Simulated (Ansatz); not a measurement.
Born–Oppenheimer molecular dynamics of a periodic cell of 12 atoms, ZrO2 (start crystal ZrO2, start structure Fm-3m, volume 1.15 times the crystal's). It starts from a structure without forces on its atoms.

These are results of DFT PBEsol, scalar-relativistic, plane waves, PAW (Ansatz), not measurements. Settings: PAW set soft_1, cutoff 420 eV, k mesh 2x2x2, fermi-dirac smearing 0.3 eV, no spin polarisation.

```yaml
ensemble: NVT, Langevin thermostat
time_step: 0.75 fs
steps_asked: 200
set_temperature: 3500 K
friction: 0.02 /fs
seed: 860139
```

Frames 3.75 fs apart, positions in Å.

Velocities at 75 fs (Å/ps):

```
Zr 2.99 0.61 -4.28
O 28.89 9.48 0.29
O -15.07 5.21 20.83
Zr -7.70 6.99 7.73
O -9.38 -22.14 5.17
O 3.73 -0.51 0.61
Zr -1.34 1.94 -4.92
O 7.10 -8.22 1.60
O -14.69 -4.13 -9.68
Zr 1.92 10.81 3.66
O -22.19 17.62 -4.54
O 1.65 -0.78 6.11
```

```xyz
12
Lattice="5.3327 0.0000 0.0000 0.0000 5.3327 0.0000 0.0000 0.0000 5.3327" Properties=species:S:1:pos:R:3 time_fs=75 energy_less_start_eV=2.091 T=2989
Zr 0.086 0.216 0.562
O 1.348 1.490 0.534
O 4.221 4.402 4.016
Zr 2.867 2.904 -0.026
O 3.838 4.254 1.417
O 1.786 1.703 3.211
Zr 2.639 -0.041 2.833
O 4.088 1.621 4.871
O 1.015 4.272 1.793
Zr 0.175 2.789 2.637
O 1.417 4.324 4.117
O 4.196 1.225 1.954
12
Lattice="5.3327 0.0000 0.0000 0.0000 5.3327 0.0000 0.0000 0.0000 5.3327" Properties=species:S:1:pos:R:3 time_fs=78.75 energy_less_start_eV=1.595 T=2960
Zr 0.097 0.223 0.543
O 1.449 1.546 0.531
O 4.174 4.417 4.105
Zr 2.838 2.925 -0.001
O 3.785 4.173 1.435
O 1.777 1.720 3.211
Zr 2.636 -0.039 2.813
O 4.118 1.578 4.864
O 0.966 4.248 1.734
Zr 0.182 2.828 2.659
O 1.342 4.362 4.120
O 4.218 1.242 1.990
12
Lattice="5.3327 0.0000 0.0000 0.0000 5.3327 0.0000 0.0000 0.0000 5.3327" Properties=species:S:1:pos:R:3 time_fs=82.5 energy_less_start_eV=1.513 T=3607
Zr 0.102 0.232 0.534
O 1.552 1.624 0.556
O 4.139 4.435 4.173
Zr 2.811 2.946 0.028
O 3.709 4.102 1.469
O 1.760 1.738 3.194
Zr 2.637 -0.049 2.792
O 4.151 1.540 4.826
O 0.963 4.245 1.652
Zr 0.186 2.861 2.692
O 1.297 4.366 4.124
O 4.271 1.261 2.054
12
Lattice="5.3327 0.0000 0.0000 0.0000 5.3327 0.0000 0.0000 0.0000 5.3327" Properties=species:S:1:pos:R:3 time_fs=86.25 energy_less_start_eV=1.999 T=3838
Zr 0.098 0.244 0.520
O 1.644 1.712 0.573
O 4.087 4.425 4.244
Zr 2.793 2.965 0.055
O 3.617 4.052 1.536
O 1.734 1.771 3.173
Zr 2.645 -0.070 2.787
O 4.206 1.526 4.802
O 0.997 4.248 1.569
Zr 0.180 2.891 2.724
O 1.272 4.367 4.104
O 4.335 1.285 2.141
12
Lattice="5.3327 0.0000 0.0000 0.0000 5.3327 0.0000 0.0000 0.0000 5.3327" Properties=species:S:1:pos:R:3 time_fs=90 energy_less_start_eV=2.863 T=3052
Zr 0.088 0.251 0.502
O 1.705 1.790 0.598
O 4.037 4.409 4.307
Zr 2.786 2.978 0.073
O 3.535 4.012 1.615
O 1.702 1.808 3.142
Zr 2.648 -0.084 2.797
O 4.267 1.523 4.794
O 1.073 4.261 1.486
Zr 0.158 2.927 2.758
O 1.278 4.368 4.115
O 4.414 1.296 2.237
12
Lattice="5.3327 0.0000 0.0000 0.0000 5.3327 0.0000 0.0000 0.0000 5.3327" Properties=species:S:1:pos:R:3 time_fs=93.75 energy_less_start_eV=3.487 T=2794
Zr 0.070 0.245 0.483
O 1.719 1.815 0.616
O 3.978 4.404 4.343
Zr 2.788 2.990 0.078
O 3.495 3.992 1.657
O 1.651 1.843 3.092
Zr 2.648 -0.101 2.809
O 4.319 1.523 4.798
O 1.183 4.280 1.405
Zr 0.139 2.964 2.784
O 1.320 4.364 4.163
O 4.477 1.304 2.317
12
Lattice="5.3327 0.0000 0.0000 0.0000 5.3327 0.0000 0.0000 0.0000 5.3327" Properties=species:S:1:pos:R:3 time_fs=97.5 energy_less_start_eV=3.371 T=2558
Zr 0.038 0.243 0.461
O 1.687 1.768 0.633
O 3.922 4.397 4.355
Zr 2.795 3.005 0.081
O 3.515 4.003 1.715
O 1.605 1.859 3.059
Zr 2.647 -0.106 2.828
O 4.354 1.532 4.801
O 1.308 4.289 1.351
Zr 0.126 2.996 2.805
O 1.366 4.376 4.224
O 4.518 1.316 2.384
12
Lattice="5.3327 0.0000 0.0000 0.0000 5.3327 0.0000 0.0000 0.0000 5.3327" Properties=species:S:1:pos:R:3 time_fs=101.25 energy_less_start_eV=3.234 T=3114
Zr -0.006 0.250 0.445
O 1.641 1.668 0.650
O 3.847 4.394 4.390
Zr 2.794 3.019 0.085
O 3.567 3.989 1.772
O 1.557 1.858 3.057
Zr 2.639 -0.112 2.849
O 4.386 1.554 4.770
O 1.387 4.294 1.342
Zr 0.106 3.033 2.831
O 1.419 4.362 4.274
O 4.524 1.324 2.429
12
Lattice="5.3327 0.0000 0.0000 0.0000 5.3327 0.0000 0.0000 0.0000 5.3327" Properties=species:S:1:pos:R:3 time_fs=105 energy_less_start_eV=3.146 T=3147
Zr -0.049 0.258 0.431
O 1.615 1.542 0.691
O 3.794 4.368 4.446
Zr 2.792 3.030 0.088
O 3.653 3.968 1.814
O 1.541 1.841 3.080
Zr 2.641 -0.119 2.883
O 4.406 1.599 4.759
O 1.459 4.305 1.371
Zr 0.088 3.070 2.858
O 1.452 4.331 4.326
O 4.500 1.335 2.444
12
Lattice="5.3327 0.0000 0.0000 0.0000 5.3327 0.0000 0.0000 0.0000 5.3327" Properties=species:S:1:pos:R:3 time_fs=108.75 energy_less_start_eV=3.237 T=3121
Zr -0.089 0.274 0.422
O 1.589 1.434 0.740
O 3.762 4.369 4.503
Zr 2.795 3.039 0.082
O 3.761 3.909 1.852
O 1.532 1.812 3.127
Zr 2.651 -0.123 2.918
O 4.414 1.639 4.753
O 1.524 4.314 1.415
Zr 0.069 3.100 2.891
O 1.468 4.295 4.351
O 4.477 1.353 2.432
12
Lattice="5.3327 0.0000 0.0000 0.0000 5.3327 0.0000 0.0000 0.0000 5.3327" Properties=species:S:1:pos:R:3 time_fs=112.5 energy_less_start_eV=3.345 T=3040
Zr -0.124 0.293 0.418
O 1.565 1.358 0.788
O 3.750 4.416 4.560
Zr 2.800 3.041 0.083
O 3.886 3.848 1.893
O 1.541 1.770 3.177
Zr 2.660 -0.127 2.944
O 4.415 1.682 4.769
O 1.552 4.286 1.464
Zr 0.057 3.134 2.925
O 1.468 4.274 4.383
O 4.436 1.370 2.418
12
Lattice="5.3327 0.0000 0.0000 0.0000 5.3327 0.0000 0.0000 0.0000 5.3327" Properties=species:S:1:pos:R:3 time_fs=116.25 energy_less_start_eV=3.401 T=3059
Zr -0.158 0.312 0.426
O 1.559 1.292 0.821
O 3.766 4.488 4.623
Zr 2.808 3.040 0.086
O 3.983 3.804 1.923
O 1.546 1.724 3.220
Zr 2.666 -0.138 2.968
O 4.385 1.730 4.791
O 1.561 4.234 1.518
Zr 0.045 3.164 2.961
O 1.438 4.282 4.415
O 4.365 1.383 2.374
```

Of the whole run (150 fs, mean temperature of the second half 3326 K): A run of 0.15 ps of so small a system gives no equilibrium averages. Limits of this set-up: coarse k mesh, PAW files made for another functional.

The run took 11 min on 1 thread of Arm Neoverse V2 (shared host), peak memory 0.49 GiB.
